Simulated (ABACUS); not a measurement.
The system is HfO2.

```
Hf O
1.0
     5.11800    0.00000    0.00000
     0.00000    5.18570    0.00000
    -0.85866    0.00000    5.21387
Hf O
4 8
Direct
  0.27550 0.46030 0.70800
  0.72450 0.96030 0.79200
  0.72450 0.53970 0.29200
  0.27550 0.03970 0.20800
  0.07420 0.16840 0.84670
  0.92580 0.66840 0.65330
  0.92580 0.83160 0.15330
  0.07420 0.33160 0.34670
  0.44870 0.74190 0.98010
  0.55130 0.24190 0.51990
  0.55130 0.25810 0.01990
  0.44870 0.75810 0.48010
```

Base run:

```yaml
Program: ABACUS 3.10.1
Functional: PBE
Potentials_or_basis: PseudoDojo NC FR 0.4 PBE standard
Cutoff: 1361 eV
Density_cutoff: 5442 eV
Basis: DZP LCAO (the cutoffs set its grid)
k_mesh: 3 × 3 × 3
Occupations: fermi-dirac, width 0.05 eV
Spin: spin-orbit coupling, no magnetisation
```

Its results: band gap on the k mesh 4.18 eV, indirect (least direct gap 4.25 eV); pressure 4.3 GPa; largest force 0.477 eV/Å.

Task: The run is repeated on the same cell with these changes: spin from spin-orbit coupling, no magnetisation to no spin polarisation; symmetry key from 0 to 1. What comes out?

Result: Band gap on the k mesh 4.28 eV, indirect (least direct gap 4.35 eV); pressure 3.1 GPa; largest force 0.450 eV/Å.

Caveats: the atomic orbitals were generated for these runs and aren't a published set; an odd mesh through Γ misses points on the zone boundary, where band edges often lie; the basis of atomic orbitals isn't converged, which shifts pressures, moduli and gaps; spin-orbit coupling is left out, which moves the levels of the heavy elements (some runs).
